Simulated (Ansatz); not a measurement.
Molecular dynamics on a 2×2×1 supercell (16 atoms) of MgO (wurtzite), relaxed with r2SCAN. Forces come from PBE in the plane-wave code Ansatz: a Langevin thermostat at fixed volume, 200 K, steps of 1.5 fs. Classical nuclei, no spin polarisation; a few dozen steps show the first response, not equilibrium. The structure comes from a prototype and may be hypothetical.

```yaml
crystal:
  lattice:
    - [6.5764345072, 1.0e-10, 0.0]
    - [-3.2882172536, 5.6953593495, 0.0]
    - [0.0, 0.0, 5.0343661375]
  atoms:
    - { symbol: Mg, position: [0.1666666667, 0.3333333333, -0.0098385294] }
    - { symbol: Mg, position: [0.3333333333, 0.1666666667, 0.4901614706] }
    - { symbol: O, position: [0.1666666667, 0.3333333333, 0.3848385294] }
    - { symbol: O, position: [0.3333333333, 0.1666666667, 0.8848385294] }
    - { symbol: Mg, position: [0.1666666667, 0.8333333333, -0.0098385294] }
    - { symbol: Mg, position: [0.3333333333, 0.6666666667, 0.4901614706] }
    - { symbol: O, position: [0.1666666667, 0.8333333333, 0.3848385294] }
    - { symbol: O, position: [0.3333333333, 0.6666666667, 0.8848385294] }
    - { symbol: Mg, position: [0.6666666667, 0.3333333333, -0.0098385294] }
    - { symbol: Mg, position: [0.8333333333, 0.1666666667, 0.4901614706] }
    - { symbol: O, position: [0.6666666667, 0.3333333333, 0.3848385294] }
    - { symbol: O, position: [0.8333333333, 0.1666666667, 0.8848385294] }
    - { symbol: Mg, position: [0.6666666667, 0.8333333333, -0.0098385294] }
    - { symbol: Mg, position: [0.8333333333, 0.6666666667, 0.4901614706] }
    - { symbol: O, position: [0.6666666667, 0.8333333333, 0.3848385294] }
    - { symbol: O, position: [0.8333333333, 0.6666666667, 0.8848385294] }
kpoints:
  mp_grid: { grid: [3, 3, 4] }
hamiltonian:
  xc: pbe
scf:
  occupations: { method: fermi_dirac, width: 0.02 }
md:
  ensemble: nvt_langevin
  temperature: 200
  timestep: 1.5
  n_steps: 20
  initial_velocities: maxwell_boltzmann
  seed: 5325
```

Run as `ansatz run input.yaml --threads 4 --pin off --max-ram 3686MiB --backend cpu --events-out ev --progress --plain --runs-dir out`. It took 2.9 min on 4 threads of Arm Neoverse N1, with other jobs on the host, load about 0.9 per core; peak host memory 0.8 GiB.

```tsv
step	t (fs)	T (K)	free energy F from step 0 (meV/atom)	kinetic energy (meV/atom)	largest force (eV/Å)
0	0	188	0.0	24.2	0.02
1	1.5	199	0.4	25.7	0.20
2	3	191	1.7	24.7	0.40
3	4.5	170	3.6	22.0	0.61
4	6	154	6.0	19.8	0.79
5	7.5	124	8.8	16.0	0.95
6	9	116	11.6	15.1	1.08
7	10.5	98	14.5	12.7	1.16
8	12	73	17.1	9.4	1.22
9	13.5	64	19.1	8.3	1.25
10	15	57	20.5	7.4	1.24
11	16.5	55	21.3	7.1	1.20
12	18	57	21.6	7.4	1.15
13	19.5	68	21.3	8.7	1.07
14	21	83	20.4	10.7	1.07
15	22.5	99	19.1	12.8	1.06
16	24	112	17.7	14.4	1.02
17	25.5	132	16.3	17.1	0.96
18	27	145	15.1	18.7	0.99
19	28.5	156	14.3	20.1	1.01
20	30	166	13.9	21.4	1.03
```

The temperature starts at 188 K, is lowest at step 11 (55 K, 16.5 fs) and ends at 166 K. The atoms start on their lattice sites with kinetic energy alone, so much of it first passes into potential energy. By the last step the atoms have moved 0.06 Å in the root mean square, the drift of the whole cell taken out, 0.10 Å at most.

Positions (Å) and forces (eV/Å) at step 20:
```
Mg   0.012   1.874  -0.032    -0.406   0.056  -0.021
Mg   1.678   0.977   2.413    -0.549   0.172   0.374
O   -0.035   1.902   1.962     0.291  -0.147   0.042
O    1.647   0.951   4.419    -0.122   0.105   0.081
Mg  -1.626   4.789  -0.039    -0.376  -0.535  -0.127
Mg  -0.002   3.796   2.529    -0.099  -0.175  -0.157
O   -1.613   4.790   1.950    -0.015  -0.194  -0.142
O   -0.027   3.774   4.533     0.162   0.096  -0.470
Mg   3.276   1.902  -0.144    -0.104   0.412   0.700
Mg   4.880   0.961   2.435     0.523  -0.436   0.367
O    3.295   1.941   1.934    -0.149  -0.190  -0.386
O    4.885   0.948   4.544     0.590  -0.305  -0.786
Mg   1.623   4.729  -0.029     0.159  -0.050  -0.025
Mg   3.321   3.816   2.413    -0.105   0.210   0.429
O    1.637   4.696   1.973    -0.032   0.592  -0.119
O    3.276   3.795   4.420     0.232   0.388   0.240
```
